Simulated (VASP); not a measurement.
Write the native input for VASP 6.6.1 that does the following.

```
Task                   : single point
Functional             : PBE
Potentials or basis    : VASP PAW PBE potentials, release 64 (Cu, Cr_pv, O)
Cutoff                 : 520 eV
k mesh                 : 10 × 10 × 10
Occupations            : fermi-dirac, width 0.05 eV
Spin                   : collinear spin, ferromagnetic start
Starting moments       : [0.6, 3.0, 0.0, 0.0] μB
Further INCAR settings : ALGO = Normal; EDIFF = 1e-07; NBANDS = 30
```

The structure of CrCuO2 lies in POSCAR:

```
CrCuO2
1.0
    1.4867000000      0.8583466452      5.7000000000
   -1.4867000000      0.8583466452      5.7000000000
    0.0000000000     -1.7166932904      5.7000000000
Cu Cr O
1 1 2
Direct
    0.0000000000      0.0000000000      0.0000000000
    0.5000000000      0.5000000000      0.5000000000
    0.8920800000      0.8920800000      0.8920800000
    0.1079200000      0.1079200000      0.1079200000
```

The input as run:

INCAR

```
ALGO = Normal
EDIFF = 1E-7
ENCUT = 520
GGA = PE
ISIF = 2
ISMEAR = -1
ISPIN = 2
LASPH = T
LCHARG = F
LMAXMIX = 4
LORBIT = 11
LREAL = F
LWAVE = F
MAGMOM = 0.6 3 0 0
NBANDS = 30
NELM = 150
PREC = Accurate
SIGMA = 0.05
```

KPOINTS

```
k-points
0
Gamma
  10 10 10
```

Potentials or basis: VASP PAW PBE potentials, release 64 (Cu, Cr_pv, O).

Launch:

```console
$ cat potpaw_PBE.64/Cu/POTCAR potpaw_PBE.64/Cr_pv/POTCAR potpaw_PBE.64/O/POTCAR > POTCAR
$ mpirun -np 1 vasp_std > vasp.out
```

It gave:

| Quantity | Value |
| --- | --- |
| Pressure | 4.9 GPa |
| Largest force | 0.045 eV/Å |
| Band gap on the k mesh | 1.10 eV, indirect (least direct gap 1.27 eV) |
| Net moment | 3.00 μB per cell |
| Site moments | Cu +0.03; Cr +2.83; O -0.00 μB |
| Valence electrons inside the program's atomic spheres | Cu 9.96; Cr 10.74; O 5.06 |

Caveat: only a ferromagnetic start was run, and an antiferromagnetic order may lie lower in energy.

Run time: 17 min on 1 thread of Intel(R) Xeon(R) Platinum 8375C CPU @ 2.90GHz (Ice Lake), with other jobs on the host, peak memory 0.56 GiB.
